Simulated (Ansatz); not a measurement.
**PbS (Galena) under changes of volume**

One of the cells (26.086 Å³/atom); the others are scaled copies at fixed shape and fractional positions:

```
CELL_PARAMETERS angstrom
0.00000 2.96575 2.96575
2.96575 0.00000 2.96575
2.96575 2.96575 0.00000
ATOMIC_POSITIONS crystal
Pb 0.00000 0.00000 0.00000
S 0.50000 0.50000 0.50000
```

| Quantity | Value |
| --- | --- |
| Program | Ansatz 0.2.0 |
| Functional | LDA |
| Potentials or basis | JTH PAW LDA |
| Cutoff | 1800 eV |
| Density cutoff | 9000 eV |
| k mesh | 8 × 8 × 8 |
| Occupations | fermi-dirac, width 0.05 eV |
| Spin | no spin polarisation |

| volume (Å³/atom) | energy over the lowest point (meV/atom) | pressure (GPa) | gap on the mesh (eV) |
| --- | --- | --- | --- |
| 24.521 | 1.66 | 1.2 | 0.01 |
| 25.042 | 0.00 | -0.2 | 0.08 |
| 25.564 | 2.55 | -1.4 | 0.16 |
| 26.086 | ? | ? | ? |
| 26.607 | 18.85 | -3.5 | 0.30 |
| 27.129 | 31.89 | -4.5 | 0.36 |
| 27.651 | 47.73 | -5.3 | 0.42 |

Task: What does the run at 26.086 Å³/atom give?

Result: Energy over the lowest point 8.96 meV/atom; pressure -2.5 GPa; gap on the mesh 0.23 eV.

Worked out: A Birch-Murnaghan fit of order 3 (a polynomial in V^(-2/3)) to the other rows has its minimum at 24.98 Å³/atom with B0 = V·E''(V) = 63 GPa and B' = 3.9. It gives 8.98 meV/atom at 26.086 Å³/atom, against the run's 8.96, and -dE/dV = -2.5 GPa, against -2.5.

Energies are extrapolated to zero smearing.

Caveats: spin-orbit coupling is left out, which as a rule narrows the gap of such compounds by several tenths of an eV.

A mesh can miss the band edges.
